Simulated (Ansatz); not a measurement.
# ZnS: the cost of one run

Computed with Ansatz 0.2.0 (DFT PBE, scalar-relativistic, plane waves, PAW, unless a step's input says otherwise).

### 1 Starting point

The structure is hexagonal, space group P6_3mc (No. 186). The conventional cell has a = 3.811 Å, b = 3.811 Å, c = 6.234 Å, α = 90.00°, β = 90.00°, γ = 120.00°. Around Zn (site symmetry 3m) lie 4 S at 2.31 to 2.40 Å. S (site symmetry 3m) has 4 Zn at 2.31 to 2.40 Å in its first shell of neighbours.

Structure file:

```cif
data_structure
_symmetry_space_group_name_H-M 'P 1'
_symmetry_Int_Tables_number 1
_cell_length_a 3.8110
_cell_length_b 3.8110
_cell_length_c 6.2340
_cell_angle_alpha 90.000
_cell_angle_beta 90.000
_cell_angle_gamma 120.000
_cell_volume 78.41
loop_
_atom_site_label
_atom_site_type_symbol
_atom_site_fract_x
_atom_site_fract_y
_atom_site_fract_z
_atom_site_occupancy
Zn1 Zn 0.33333 0.66667 0.00000 1
Zn2 Zn 0.66667 0.33333 0.50000 1
S1 S 0.33333 0.66667 0.38500 1
S2 S 0.66667 0.33333 0.88500 1
```

The cell is taken as given, not relaxed at this level.

### 2 Zero of energy

Reference values: F = -8445.4207 eV; pressure 2.33 GPa; largest force 0.319 eV/Å; gap on the mesh 2.25 eV. It was computed beforehand with the settings of the runs below.

### 3 Next: energy and stress against strain

The cell is strained by ε times the Voigt pattern (0, 0, 0, 0, 0, 1) (xx, yy, zz, yz, xz, xy; engineering shear), with fractional coordinates fixed (clamped ions). The stress on the pattern is the sum of the stress components weighted by it, tension positive.

### 4 ε = -0.0200

input.yaml

```yaml
crystal:
  lattice:
    - [3.8109987816, -0.0381099878, 0.0]
    - [-1.9385036084, 3.3194767525, 0.0]
    - [0.0, 0.0, 6.234]
  atoms:
    - { symbol: Zn, position: [0.3333333333, 0.6666666667, 0.0] }
    - { symbol: Zn, position: [0.6666666667, 0.3333333333, 0.5] }
    - { symbol: S, position: [0.3333333333, 0.6666666667, 0.385] }
    - { symbol: S, position: [0.6666666667, 0.3333333333, 0.885] }
basis:
  ecutwfc: 420
kpoints:
  mp_grid: { grid: [12, 12, 6] }
hamiltonian:
  xc: pbe
scf:
  occupations: { method: gaussian, width: 0.05 }
output:
  forces: true
  stress: true
  eigenvalues: true
```

On the command line:

```console
$ ansatz run input.yaml --threads 1 --pin off --max-ram 2560MiB --backend cpu --events-out ev --progress --plain --runs-dir out
```

Q: Estimate wall time and peak memory on 1 thread of Intel Xeon Platinum 8488C (Sapphire Rapids), shared host.

About 26 s, with a peak of 0.7 GiB.
